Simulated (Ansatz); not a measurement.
# TiTe2 (P-3m1) in Ansatz: band structure with HSE06

Aim: the band structure of TiTe2 with HSE06.

Program: Ansatz 0.2.0. These are calculated values, not measurements. Logs are shortened: lines on timing, memory, paths and dates and some standing lists are left out, and cuts for length are marked.

### Step 1. The structure

Symmetry: P-3m1, No. 164, trigonal system. Conventional cell: a = 3.777 Å, b = 3.777 Å, c = 6.498 Å, α = 90.00°, β = 90.00°, γ = 120.00°. Around Te (site symmetry 3m) lie 3 Ti at 2.77 Å. Ti (site symmetry -3m) is surrounded by 6 Te at 2.77 Å.

### Step 2. Band structure, HSE06

input reads:

```
crystal:
  lattice:
    - [3.777, 0.0, 0.0]
    - [-1.8885, 3.2709779501, 0.0]
    - [0.0, 0.0, 6.498]
  atoms:
    - { symbol: Te, position: [0.3333333333, 0.6666666667, 0.7372] }
    - { symbol: Te, position: [0.6666666667, 0.3333333333, 0.2628] }
    - { symbol: Ti, position: [0.0, 0.0, 0.0] }
hamiltonian:
  xc: hse06
  pseudopotentials: { kind: paw }
kpoints:
  mp_grid: { grid: [6, 6, 4] }
  band_path:
    path:
      - [[0.0, 0.0, 0.0], [0.5, 0.0, 0.0], [0.3333333333, 0.3333333333, 0.0], [0.0, 0.0, 0.0], [0.0, 0.0, 0.5], [0.5, 0.0, 0.5], [0.3333333333, 0.3333333333, 0.5], [0.0, 0.0, 0.5]]
      - [[0.5, 0.0, 0.5], [0.5, 0.0, 0.0]]
      - [[0.3333333333, 0.3333333333, 0.0], [0.3333333333, 0.3333333333, 0.5]]
    npoints: 4
scf:
  occupations: { method: fermi_dirac, width: 0.05 }
  n_extra_bands: 7
output:
  forces: true
  stress: true
  eigenvalues: true
  fatbands: false
```

Potentials or basis: Ansatz PAW.

Log:

```text
Warning: output.stress: scf.convergence.dr2_threshold = 1e-7 eV (the SCF's general default) is looser than the 3e-10 eV advised for a printed stress (1e-10 eV for each atom of the cell: 3). What an SCF threshold leaves in a stress goes as its square root, and in the free energy as the threshold itself, and one threshold admits the most on a small cell: of the crystals measured, under no hybrid functional and no lock of the moments, on runs that ended without the residual-converged pass, on stresses that held no estimate of that error, the worst erred by over 100 MPa in a component at 1e-7 eV an atom and by under 5 at 1e-10. Set scf.convergence.dr2_threshold to 3e-10 eV or tighter. The threshold is an SCF's pass mark: one that does not reach it within its budget of iterations ends unconverged, or closes short of it on a stop that the run arms, and scf.convergence.dr2_threshold's page says what that costs each kind of run
Warning: output.stress: scf.exx.energy_threshold = 1e-6 eV is looser than the 3e-8 eV advised for a stress under a hybrid functional (1e-8 eV for each atom of the cell: 3). Every SCF of the exchange loop can meet its threshold on dr2 while the loop round them stops early: no threshold on dr2 bounds what that leaves in the stress. Set scf.exx.energy_threshold to 3e-8 eV or tighter. The threshold is the loop's pass mark: a loop that does not reach it within its budget of cycles ends unconverged, and scf.exx.energy_threshold's page has the law
scf.n_extra_bands = 7 over 22 filled bands (N_el = 44.0): the run solves 29 bands
GPUs: using 1 of 1 available (devices: 1).
Engine: ansatz 0.2.0, x86_64-unknown-linux-gnu
Pseudopotentials: kind: paw
Pseudopotential: Te, paw, valence charge 16, recommended cutoff 420 eV (normal), Te.paw.azcp
Pseudopotential: Ti, paw, valence charge 12, recommended cutoff 420 eV (normal), Ti.paw.azcp
Functional definition: HSE06
  parameter a = 0.25
  parameter omega = 0.11/bohr
  exchange = pbe_x - a*pbe_x_sr(omega) + a*exact_x_sr(omega)
  correlation = pbe_c
device memory: the entry about to start is reckoned to put 0.9 GiB on a device that reports 58.1 GiB free (of which the cap on the GPU budget leaves the run 18.0 GiB)
GPU FFT provider: cuFFT
GPU libraries: cuBLAS 13.8.2, cuFFT 12.4.0, cuSOLVER 12.3.4
Crystal: 3 atoms, lattice volume = 80.279 Å³
Basis set: ecut = 420 eV, 1581 PW (Γ), exchange–correlation on 54×54×90 points (8 copies of the dense FFT grid, shifted against one another)
Bands: 29, of which v1, the nominal top of the filled ones, is band 22 counted from 1 (21 counted from 0)
Symmetry: 12 space group operations
Space group: P-3m1 (ITA 164), of the structure as read, at distance tolerance 4.3e-5 Å
k-points: 24 of 144
Non-local potential: Te, projectors of the file, l = 0: 2, l = 1: 2, l = 2: 2, l = 3: 2
Non-local potential: Ti, projectors of the file, l = 0: 3, l = 1: 2, l = 2: 3, l = 3: 1
PAW form: soft (Blöchl's): semilocal exchange-correlation on the pseudo side does not see the compensation charge
PAW frozen core: Te, regenerated for the run's functional, and the local potential with it (the file was generated under x = pbe(κ = 0.804, μ = 0.2195149727645171), c = pbe(β = 0.06672455060314922))
PAW frozen core: Ti, regenerated for the run's functional, and the local potential with it (the file was generated under x = pbe(κ = 0.804, μ = 0.2195149727645171), c = pbe(β = 0.06672455060314922))
PAW one-centre angular grid: Te, 590 points (default); XC on 64 Gauss nodes
PAW one-centre angular grid: Ti, 590 points (default); XC on 64 Gauss nodes
Initial density: superposition of atomic densities (neutral atoms: chi_scale 0, normalization atom), corrected by the library's trained network
Initial wavefunctions: pseudopotential atomic-orbital guess
GPU buffer pool allocated for 32805 grid points (all kernels)
GPU transforms: local potential and band sums: pruned to the plane-wave sphere, on 25×25×45
Functional: x = pbe(κ = 0.804, μ = 0.2195149727645171), c = pbe(β = 0.06672455060314922), warm-up for x = pbe(κ = 0.804, μ = 0.2195149727645171) + 0.25 (exact − pbe) at short range (hse, ω = 0.20786987370883472 Å⁻¹), c = pbe(β = 0.06672455060314922); HSE06 as pw.x's `hse` composes it (authors' and Libxc's form: `xc: wpbeh`)
SCF iter   1: F=—  HF=-16461.678702 eV  |F-HF|=—  |Δ(HF+E_count)|=         —  Δρ=3.08e-3  dr2=1.01e-2  ethr=1.77e-3  ⟨swp⟩=7.5  Hψ=2760  notcnv=0
preconditioner: auto → Kerker (q_TF=auto, 2.468 Å⁻¹)  [metal: Δε(μ)=0.067 eV  Ē_g=7.493 eV  σ=0.050 eV  W_gap=0.32  n_scr=22 (ndim 8)  ℏωp=16.6 eV  f_vac=0.014  D(μ)=1.43/eV (n_scr^D=2)]
SCF iter   2: F=—  HF=-16461.678984 eV  |F-HF|=—  |Δ(HF+E_count)|=   2.82e-4  Δρ=2.02e-3  dr2=5.64e-3  ethr=2.30e-5  ⟨swp⟩=4.1  Hψ=1831  notcnv=0
SCF iter   3: F=—  HF=-16461.678663 eV  |F-HF|=—  |Δ(HF+E_count)|=   3.21e-4  Δρ=9.99e-4  dr2=1.03e-3  ethr=1.28e-5  ⟨swp⟩=3.1  Hψ=1425  notcnv=0
iter 4 solved again at ethr=1.14e-7 eV; its pass at ethr=2.34e-6 eV (dr2=5.01e-5 eV) is discarded
SCF iter   4: F=—  HF=-16461.678613 eV  |F-HF|=—  |Δ(HF+E_count)|=   4.99e-5  Δρ=1.87e-4  dr2=4.83e-5  ethr=1.14e-7  ⟨swp⟩=3.2  Hψ=2747  notcnv=0
SCF iter   5: F=—  HF=-16461.678613 eV  |F-HF|=—  |Δ(HF+E_count)|=   6.63e-7  Δρ=7.12e-5  dr2=7.45e-6  ethr=1.10e-7  ⟨swp⟩=3.0  Hψ=1417  notcnv=0
SCF iter   6: F=—  HF=-16461.678614 eV  |F-HF|=—  |Δ(HF+E_count)|=   1.12e-6  Δρ=3.43e-5  dr2=2.33e-6  ethr=1.69e-8  ⟨swp⟩=3.1  Hψ=1513  notcnv=0
[... 28 lines left out ...]
SCF iter  11: F=-16470.116151 eV  HF=-16470.116152 eV  |F-HF|=3.86e-7  |Δ(HF+E_count)|=   1.64e-6  Δρ=2.36e-5  dr2=1.23e-6  ethr=1.41e-8  ⟨swp⟩=4.0  Hψ=1388  notcnv=0  defer=1
SCF 2 stopped early in 11 iterations: F = -16470.116151 eV  dr2 = 1.23e-6
  Residual-converged pass: ⟨swp⟩=4.0  Hψ=1908  notcnv=0  max |occ|·‖R‖ = 6.4e-6 eV (tolerance 6.7e-6 eV)  dr2=1.23e-6  dr2_onsite=2.46e-8  max |Δocc| = 1.1e-9
hybrid outer 1: dexx = +3.747e-2 eV, tail = 1.68e-4 eV
GPU FFT provider: cuFFT
GPU libraries: cuBLAS 13.8.2, cuFFT 12.4.0, cuSOLVER 12.3.4
GPU buffer pool allocated for 32805 grid points (all kernels)
GPU transforms: local potential and band sums: pruned to the plane-wave sphere, on 25×25×45
Exchange kernel: α = 0.2500, screened, ω = 0.2079 Å⁻¹, Wigner–Seitz truncation, v(0) = 1046.5768 eV·Å³, q-mesh 6×6×4, nearest image of the exchange supercell L = 22.66 Å, pair-density grid 18×18×30, without the augmentation charges, whose exchange is taken in its separable form by FFT convolution over the k-point mesh (sized by the pseudopotential files, 24×24×45 at the most), smooth part of the exact exchange by density-matrix convolution in up to 4.83 GiB of GPU memory as planned if the GPU has room (build and FFT work areas not counted)
Frozen-core exchange: fock
SCF iter   1: F=—  HF=-16470.115718 eV  |F-HF|=—  |Δ(HF+E_count)|=         —  Δρ=5.35e-5  dr2=3.52e-6  ethr=1.91e-6  ⟨swp⟩=3.9  Hψ=1500  notcnv=0
preconditioner: auto → none  [insulator: Δε(μ)=0.201 eV  Ē_g=8.658 eV  σ=0.050 eV  W_gap=0.52  n_scr=22 (ndim 8)  ℏωp=16.6 eV  f_vac=0.014  D(μ)=1.07/eV (n_scr^D=2)]
SCF iter   2: F=—  HF=-16470.115721 eV  |F-HF|=—  |Δ(HF+E_count)|=   3.06e-6  Δρ=7.25e-5  dr2=9.62e-6  ethr=7.59e-9  ⟨swp⟩=4.2  Hψ=2003  notcnv=0  defer=1
SCF iter   3: F=—  HF=-16470.115720 eV  |F-HF|=—  |Δ(HF+E_count)|=   6.62e-7  Δρ=3.95e-5  dr2=2.67e-6  ethr=7.59e-9  ⟨swp⟩=3.5  Hψ=1354  notcnv=0  defer=1
SCF iter   4: F=—  HF=-16470.115720 eV  |F-HF|=—  |Δ(HF+E_count)|=   3.63e-7  Δρ=1.38e-5  dr2=2.25e-7  ethr=5.87e-9  ⟨swp⟩=2.5  Hψ=1242  notcnv=0  defer=2
SCF iter   5: F=—  HF=-16470.115720 eV  |F-HF|=—  |Δ(HF+E_count)|=   9.82e-9  Δρ=3.99e-6  dr2=8.58e-9  ethr=5.00e-10  ⟨swp⟩=4.2  Hψ=1518  notcnv=0  defer=4
SCF iter   6: F=—  HF=-16470.115720 eV  |F-HF|=—  |Δ(HF+E_count)|=  5.17e-10  Δρ=1.97e-6  dr2=4.20e-9  ethr=1.93e-11  ⟨swp⟩=5.0  Hψ=2092  notcnv=0  defer=3
SCF iter   7: F=-16470.115720 eV  HF=-16470.115720 eV  |F-HF|=2.80e-10  |Δ(HF+E_count)|=   1.03e-9  Δρ=6.35e-7  dr2=3.85e-10  ethr=9.36e-12  ⟨swp⟩=3.3  Hψ=1301  notcnv=0  defer=3
SCF 3 converged in 7 iterations: F = -16470.115720 eV  dr2 = 3.85e-10
  Residual-converged pass: ⟨swp⟩=4.0  Hψ=1889  notcnv=0  max |occ|·‖R‖ = 2.7e-7 eV (tolerance 2.7e-7 eV)  dr2=3.51e-10  dr2_onsite=5.63e-11  max |Δocc| = 4.9e-12
hybrid outer 2: dexx = +1.559e-6 eV, tail = 3.17e-8 eV, Δε = 1.85e-3 eV (about 4.03e-5 eV left of the loop's levels), ΔF = 1.12e-3 eV/Å (tail 3.32e-4)
device memory: the entry about to start is reckoned to put 0.6 GiB on a device that reports 73.4 GiB free (of which the cap on the GPU budget leaves the run 18.0 GiB)
NSCF: frozen V_eff on 39 k-points, pencils in batches of 32, up to order 128
hybrid SCF converged: 2 outer / 18 inner (+10 warm-up), last move |dexx| = 1.56e-6 eV, tail = 3.17e-8 eV
Stability not checked: this state was not tested for a lower state beside it, because the functional holds exact exchange (a hybrid, or Hartree-Fock), whose exchange loop this test does not read (fock_operator; see scf.lower_state_search)
Free energy (F): -16470.115720 eV
Frozen-core exchange: fock
Harris-Foulkes:  -16470.115720 eV  (|F-HF|=2.80e-10)
Internal energy: -16470.107366 eV  (E = F + TS)
E sigma→0 (E₀):  -16470.111543 eV
Entropy (-TS):   -0.008354 eV (-2.785 meV/atom)
Fermi energy:    10.355377 eV
--- Per-component energies (eV) ---
  E_band       = -767.506907
  E_kinetic    = 631.975189
  E_local      = -3419.897867  (includes V_loc(G=0)·N_el)
  E_nonlocal   = -617.834284
  E_hartree    = 1996.219403
  E_xc         = -279.859053
  E_vxc        = -266.241408  (∫ρ·V_xc dr)
  E_exx        = -129.871649  (= α·E_x^exact, valence–valence)
  E_paw        = -10317.363825  (= ΣΔE_a)
  E_vpaw       = -828.203718  (= ΣTr[D̂ρ^β])
  E_aug_tail   = -0.000233  (compensation charges beyond the density's cutoff)
  E_ewald      = -4332.941691
  E_core_change = -0.533357  (= ΣΔE_core)
  E_smearing   = -0.008354  (= −TS)
  E_closure    = 0.000001  (closes the sum)
  Σ components = -16470.115720   (vs F -16470.115720, Δ=0.00e0)
--- Forces (eV/Å), atoms counted from 1 ---
  atom   1  Te     0.00000000    -0.00000000     0.32170235
  atom   2  Te    -0.00000000     0.00000000    -0.32170235
  atom   3  Ti    -0.00000000     0.00000000     0.00000000
  max |Σ_I F_I| component: 2.31e-18 eV/Å
--- Stress (GPa, compression-positive) ---
       -0.271859       0.000000      -0.000000
        0.000000      -0.271859       0.000000
       -0.000000      -0.000000      -0.123459
  P = ⅓ Tr σ = -0.2224 GPa (-2.224 kbar)
--- Band table (eV; the first three rows and the last of 24) ---
  k-point 0: bands = ["-52.4642", "-28.9443", "-28.9443", "-28.9363", "-28.9363", "-28.9110", "-28.9110", "-28.9095", "-28.9095", "-28.8992", "-28.8970", "-27.0574", "-27.0574", "-27.0480", "-3.7175", "-1.9894", "4.1095", "7.9553", "7.9553", "10.6124", "10.8793", "10.8793", "10.9846", "11.2346", "11.2346", "13.6709", "13.6709", "15.7602", "16.7827"]
  k-point 1: bands = ["-52.4642", "-28.9454", "-28.9454", "-28.9356", "-28.9356", "-28.9108", "-28.9108", "-28.9093", "-28.9093", "-28.8989", "-28.8973", "-27.0574", "-27.0574", "-27.0480", "-3.5377", "-2.3287", "4.8437", "7.9916", "7.9916", "8.9369", "10.8712", "10.8712", "11.0615", "11.0615", "11.5952", "13.9139", "13.9139", "15.9399", "17.7276"]
  k-point 2: bands = ["-52.4642", "-28.9463", "-28.9463", "-28.9351", "-28.9351", "-28.9106", "-28.9106", "-28.9090", "-28.9090", "-28.8981", "-28.8981", "-27.0574", "-27.0574", "-27.0480", "-3.1592", "-2.8501", "6.3146", "7.0585", "8.0298", "8.0298", "10.8745", "10.8745", "10.8940", "10.8940", "11.7418", "14.1508", "14.1508", "16.2047", "17.8194"]
  k-point 23: bands = ["-52.4601", "-28.9462", "-28.9335", "-28.9335", "-28.9294", "-28.9156", "-28.9156", "-28.9127", "-28.9085", "-28.8913", "-28.8913", "-27.1010", "-27.1010", "-27.0201", "-1.3734", "-1.3734", "5.4147", "5.4147", "5.7738", "6.3468", "7.9454", "7.9454", "11.7337", "11.7337", "11.7804", "13.5185", "13.5185", "16.4347", "16.4347"]
```

Wall time 92 s (1 × NVIDIA H100 80GB HBM3 with 2 threads of AMD EPYC 7R13 (Zen 3), shared host); peak memory 3 GiB.

What came out:

| Item | Value |
| --- | --- |
| Free energy | -16470.1157 eV |
| Pressure | -0.2 GPa |
| Largest force | 0.322 eV/Å |
| Band gap on the k mesh | none (metal or under the smearing width) |

Forces in eV/Å, atoms in the order of the input:
```
Te   0.000  0.000  0.322
Te   0.000  0.000 -0.322
Ti   0.000  0.000  0.000
```

Levels at the corners of the path, in eV from the Fermi level:
| point | band 18 | band 19 | band 20 | band 21 | band 22 | band 23 | band 24 | band 25 | band 26 | band 27 |
| --- | --- | --- | --- | --- | --- | --- | --- | --- | --- | --- |
| Γ | -2.40 | -2.40 | 0.26 | 0.52 | 0.52 | 0.63 | 0.88 | 0.88 | 3.32 | 3.32 |
| M | -4.55 | -3.45 | -3.08 | -2.51 | -1.67 | 0.09 | 1.56 | 2.01 | 2.55 | 3.63 |
| K | -4.52 | -4.52 | -3.11 | -3.05 | -3.05 | 1.41 | 1.85 | 1.85 | 2.14 | 2.14 |
| Γ | -2.40 | -2.40 | 0.26 | 0.52 | 0.52 | 0.63 | 0.88 | 0.88 | 3.32 | 3.32 |
| A | -3.30 | -2.33 | -2.33 | 0.52 | 0.52 | 0.54 | 0.54 | 1.39 | 3.80 | 3.80 |
| L | -5.48 | -3.17 | -2.80 | -1.52 | -1.12 | -0.19 | 1.54 | 1.97 | 2.82 | 3.79 |
| H | -4.94 | -4.58 | -4.01 | -2.41 | -2.41 | 1.38 | 1.38 | 1.43 | 3.16 | 3.16 |
| A | -3.30 | -2.33 | -2.33 | 0.52 | 0.52 | 0.54 | 0.54 | 1.39 | 3.80 | 3.80 |
| L | -5.48 | -3.17 | -2.80 | -1.52 | -1.12 | -0.19 | 1.54 | 1.97 | 2.82 | 3.79 |
| M | -4.55 | -3.45 | -3.08 | -2.51 | -1.67 | 0.09 | 1.56 | 2.01 | 2.55 | 3.63 |
| K | -4.52 | -4.52 | -3.11 | -3.05 | -3.05 | 1.41 | 1.85 | 1.85 | 2.14 | 2.14 |
| H | -4.94 | -4.58 | -4.01 | -2.41 | -2.41 | 1.38 | 1.38 | 1.43 | 3.16 | 3.16 |

Caveat: spin-orbit coupling is left out, which moves the levels of the heavy elements; this functional lacks dispersion, which binds the layers, so the pressure and a relaxed spacing across them are unreliable; the PAW data sets come from PBE, with cores solved anew for the run's functional, which leaves a small shift of forces and pressure; the thresholds are loose for stress.
